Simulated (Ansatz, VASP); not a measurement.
## Two plane-wave programs on Sn

File INCAR:

```
PREC = Accurate
ENCUT = 600
EDIFF = 1E-6
ISMEAR = -1
SIGMA = 0.1
LREAL = False
LASPH = True
NELM = 60
ALGO = Normal
ISIF = 3
LWAVE = False
LCHARG = False
GGA = CA
IBRION = 2
NSW = 80
EDIFFG = -0.005
```

The input KPOINTS:

```
regular mesh
0
Gamma
  9 9 9
```

The input POSCAR:

```
Sn
1.0
   -1.8946518200      1.8946518200      1.8946518200
    1.8946518200     -1.8946518200      1.8946518200
    1.8946518200      1.8946518200     -1.8946518200
Sn
1
Direct
    0.0000000000      0.0000000000      0.0000000000
```

Input for Ansatz:

```yaml
crystal:
  lattice:
    - [-1.89465182, 1.89465182, 1.89465182]
    - [1.89465182, -1.89465182, 1.89465182]
    - [1.89465182, 1.89465182, -1.89465182]
  atoms:
    - { symbol: Sn, position: [0.0, 0.0, 0.0] }
basis:
  ecutwfc: 612.25619053473
kpoints:
  mp_grid:
    grid: [9, 9, 9]
hamiltonian:
  xc: lda
  dispersion: none
scf:
  occupations:
    method: fermi_dirac
relax:
  f_tol: 0.005
  max_steps: 60
  cell: {}
```

This isn't the form of Sn at room conditions, which is tetragonal (white tin).

Alike in both runs: task relaxation of cell and atoms; functional LDA; k mesh 9 × 9 × 9; no spin polarisation.

|  | VASP | Ansatz |
| --- | --- | --- |
| version | VASP 6.6.1 | Ansatz 0.2.0 |
| potentials or method | VASP PAW LDA potentials, release 64 (Sn_d) | plane waves, PAW |
| plane-wave cutoff (eV) | 600 | 612 |
| occupations | fermi-dirac, width 0.1 eV | fermi-dirac |
| valence electrons in the cell | 14 | 14 |

VASP gave:

```
relaxed volume (Å³/atom)                                     : 25.41
relaxed cell length with the largest relative difference (Å) : 3.208
energy change over the relaxation (meV/atom)                 : -21
```

Problem. Which values does Ansatz return?

Solution. Relaxed volume (Å³/atom): 25.37; relaxed cell length with the largest relative difference (Å): 3.206; energy change over the relaxation (meV/atom): -22.
